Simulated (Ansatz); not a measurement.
# WSe2: the cost of one run

Method: DFT PBEsol, scalar-relativistic, plane waves, PAW, in Ansatz 0.2.0.

1 further run of the same task is left out (set aside as unsound or not needed). Runs told in other sessions of the task aren't counted.

### Step 1. The starting structure

The structure is hexagonal, space group P-6m2 (No. 187). The conventional cell has a = 3.271 Å, b = 3.271 Å, c = 29.185 Å, α = 90.00°, β = 90.00°, γ = 120.00°. W (site symmetry -6m2) is surrounded by 6 Se at 2.52 Å. Around W (site symmetry 3m) lie 6 Se at 2.52 Å. Around Se (site symmetry 3m) lie 3 W at 2.52 Å.

Structure file:

```cif
data_structure
_symmetry_space_group_name_H-M 'P-6m2'
_symmetry_Int_Tables_number 187
_cell_length_a 3.2709
_cell_length_b 3.2709
_cell_length_c 29.1848
_cell_angle_alpha 90.000
_cell_angle_beta 90.000
_cell_angle_gamma 120.000
_cell_volume 270.41
loop_
_atom_site_label
_atom_site_type_symbol
_atom_site_symmetry_multiplicity
_atom_site_Wyckoff_symbol
_atom_site_fract_x
_atom_site_fract_y
_atom_site_fract_z
_atom_site_occupancy
W1 W 1 e 0.66667 0.33333 0.00000 1
W2 W 2 h 0.33333 0.66667 0.77346 1
Se1 Se 2 h 0.33333 0.66667 0.05737 1
Se2 Se 2 i 0.66667 0.33333 0.83084 1
Se3 Se 2 i 0.66667 0.33333 0.28383 1
```

It goes back to an entry of the Materials Project, which need not be the stable form.

This cell was relaxed beforehand with the same method: volume 30.05 Å³/atom, gap on the mesh 1.25 eV.

### Step 2. The reference cell

The reference gives a free energy of -63320.2600 eV, pressure -0.01 GPa, largest force 0.001 eV/Å and gap on the mesh 1.25 eV. It was computed beforehand with the settings of the runs below.

### Step 3. The scan: a sublattice displacement scan

Every W atom is moved by x along the Cartesian unit vector (0.000, -0.748, 0.663); the cell and all other atoms stay fixed. Forces below are components along that vector, summed over the moved atoms.

### Step 4. Point x = -0.100 Å

The input, input.yaml:

```yaml
crystal:
  lattice:
    - [3.2709028599, 0.0, 0.0]
    - [-1.6354514299, 2.83268497, 0.0]
    - [0.0, 0.0, 29.1847504091]
  atoms:
    - { symbol: W, position: [0.6798742849, 0.3597485699, -0.0022731224] }
    - { symbol: W, position: [0.3465409516, 0.6930819032, 0.7711910352] }
    - { symbol: W, position: [0.3465409516, 0.6930819032, 0.22426272] }
    - { symbol: Se, position: [0.3333333333, 0.6666666667, 0.0573689705] }
    - { symbol: Se, position: [0.6666666667, 0.3333333333, 0.830840305] }
    - { symbol: Se, position: [0.6666666667, 0.3333333333, 0.2838341585] }
    - { symbol: Se, position: [0.3333333333, 0.6666666667, 0.9426310295] }
    - { symbol: Se, position: [0.6666666667, 0.3333333333, 0.7161658415] }
    - { symbol: Se, position: [0.6666666667, 0.3333333333, 0.169159695] }
basis:
  ecutwfc: 420
kpoints:
  mp_grid: { grid: [12, 12, 1] }
hamiltonian:
  xc: pbesol
scf:
  occupations: { method: gaussian, width: 0.05 }
output:
  forces: true
  stress: true
  eigenvalues: true
```

Started as:

```console
$ ansatz run input.yaml --threads 2 --pin off --max-ram 5120MiB --backend cpu --events-out ev --progress --plain --runs-dir out
```

Q: Estimate wall time and peak memory on 2 threads of Arm Neoverse V2, shared host.

About 41 s, with a peak of 0.97 GiB.
